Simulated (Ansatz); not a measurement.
TiB2:

```
Ti B
1.0
     3.02920    0.00000    0.00000
    -1.51460    2.62336    0.00000
     0.00000    0.00000    3.22840
Ti B
1 2
Direct
  0.00000 0.00000 0.00000
  0.66667 0.33333 0.50000
  0.33333 0.66667 0.50000
```

Base run:

- Program: Ansatz 0.2.0
- Functional: PBEsol
- Potentials or basis: all-electron LAPW, scalar-relativistic
- Cutoff: 282 eV (chosen from the basis error)
- Basis error allowed: 0.002 eV/atom
- k mesh: 10 × 10 × 8
- Occupations: fermi-dirac, width 0.05 eV
- Spin: no spin polarisation
- Hubbard terms: Ti d U = 2 eV

Its results: band gap on the k mesh none (metal or under the smearing width); pressure -3.4 GPa.

Question: The run is repeated on the same cell with these changes: hubbard terms from Ti d U = 2 eV to Ti d U = 6 eV. What comes out?

Answer: Band gap on the k mesh none (metal or under the smearing width); pressure 0.6 GPa.

Caveats: U is the effective U less J, on atomic orbitals that reach past the spheres; U without spin polarisation on a metal has little footing; the U is typed as a test and isn't derived for this compound.
